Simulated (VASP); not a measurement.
CoO:

```xyz
2
Lattice="2.5705 0.0000 0.0000 0.0000 2.5705 0.0000 0.0000 0.0000 2.5705" Properties=species:S:1:pos:R:3 pbc="T T T"
Co    0.0000    0.0000    0.0000
O     1.2853    1.2853    1.2853
```

Measurements of this composition are mostly on another form, of space group No. 225.

Base run:

| Item | Value |
| --- | --- |
| Program | VASP 6.6.1 |
| Functional | PBE |
| Potentials or basis | VASP PAW PBE potentials, release 64 (Co, O) |
| Cutoff | 520 eV |
| k mesh | 7 × 7 × 7 |
| Occupations | gaussian, width 0.05 eV |
| Spin | collinear spin, random start |
| Starting moments | [-0.95, 0.0] μB |
| Hubbard terms | Co d U = 7 eV |

Its results: band gap on the k mesh 2.00 eV, indirect (least direct gap 3.04 eV); pressure 16.4 GPa.

Problem. The run is repeated on the same cell with these changes: spin from collinear spin, random start to no spin polarisation; further incar settings from ALGO = Normal; EDIFF = 1e-06; NBANDS = 18 to ALGO = Fast; EDIFF = 1e-07. What comes out?

Solution. Band gap on the k mesh none (metal or under the smearing width); pressure -11.2 GPa.

Caveats: an odd mesh through Γ misses points on the zone boundary, where band edges often lie (some runs); a cell with one magnetic atom can't hold antiferromagnetic order, which such compounds often take (some runs); an odd number of electrons without spin polarisation forces a metal (some runs); a magnetic or distorted state may lie lower (some runs); U without spin polarisation on a metal has little footing (some runs).
